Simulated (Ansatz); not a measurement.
# Gold, dhcp under RPBE: from relaxation to bulk modulus

Aim: take gold in the dhcp structure, relax it, solve it on a dense k-mesh, then scale the cell to 7 volumes from 88 to 112 % of the relaxed one and try a fit of the equation of state. Spin polarisation is left out. The k-meshes are 13×13×4 for the relaxation; 16×16×5 for the dense run; 14×14×4 for the volumes.

Program: Ansatz 0.2.0. Level of theory: DFT RPBE, plane waves (420 eV) with PAW, scalar-relativistic; PBE-made PAW files. These are calculated values, not measurements.

### Step 1. Starting point

Symmetry: P6_3/mmc, No. 194, hexagonal system. Conventional cell: a = 2.884 Å, b = 2.884 Å, c = 9.418 Å, α = 90.00°, β = 90.00°, γ = 120.00°. Au (site symmetry -3m) is surrounded by 12 Au at 2.88 Å. Around Au (site symmetry -6m2) lie 12 Au at 2.88 Å.

Coordinates:

```xyz
4
Lattice="2.8837 0.0000 0.0000 -1.4419 2.4974 0.0000 0.0000 0.0000 9.4183" Properties=species:S:1:pos:R:3 pbc="T T T"
Au    0.0000    0.0000    0.0000
Au    0.0000    0.0000    4.7092
Au    0.0000    1.6649    2.3546
Au    1.4419    0.8325    7.0637
```

### Step 2. Relaxing cell and atoms

input.yaml

```yaml
crystal:
  lattice:
    - [2.8837471341, 0.0, 0.0]
    - [-1.441873567, 2.4973982762, 0.0]
    - [0.0, 0.0, 9.4183181399]
  atoms:
    - { symbol: Au, position: [0.0, 0.0, 0.0] }
    - { symbol: Au, position: [0.0, 0.0, 0.5] }
    - { symbol: Au, position: [0.3333333333, 0.6666666667, 0.25] }
    - { symbol: Au, position: [0.6666666667, 0.3333333333, 0.75] }
hamiltonian:
  xc: rpbe
  pseudopotentials:
    kind: paw
    azcp:
      Au: "pseudopotentials/Au.paw.azcp"
basis:
  ecutwfc: 420
  fft_grid_basis: typed
kpoints:
  mp_grid: { grid: [13, 13, 4], shift: [0, 0, 0] }
magnetization:
  spin_polarized: false
scf:
  occupations: { method: fermi_dirac, width: 0.1 }
relax:
  max_steps: 60
  f_tol: 0.01
  cell: {}
```

Further steps of the session: Dense single point; At 88 % of the relaxed volume; At 92 % of the relaxed volume; At 96 % of the relaxed volume; At 100 % of the relaxed volume; At 104 % of the relaxed volume; At 108 % of the relaxed volume; At 112 % of the relaxed volume.

**Question.** What will these runs give? Wanted: space group; conventional cell; volume; shortest distance; gap on the mesh; relative to fcc; V₀, B₀, B₀′.

As calculated:

| quantity | value |
| --- | --- |
| space group (spins left aside) | P6_3/mmc (No. 194) |
| conventional cell | a = 2.945 Å, c = 9.861 Å (c/a = 3.348) |
| volume | 18.520 Å³/atom |
| shortest distance | 2.945 Å |
| gap on the mesh | none (levels filled in part) |
| relative to fcc | +3 meV/atom |
| V₀, B₀, B₀′ | 18.530 Å³/atom, 119 GPa, 6.2 |

What this shows: The relaxation enlarged the cell by 9.2 % in volume. It lies 3 meV/atom above the element's reference form at the same level (fcc, from a run of its own). No gap shows: it is a metal or semimetal at this level. The fitted modulus is 119 GPa; letting shape and positions relax at each volume could only lower it. Relaxation kept the symmetry; phonons were not checked.
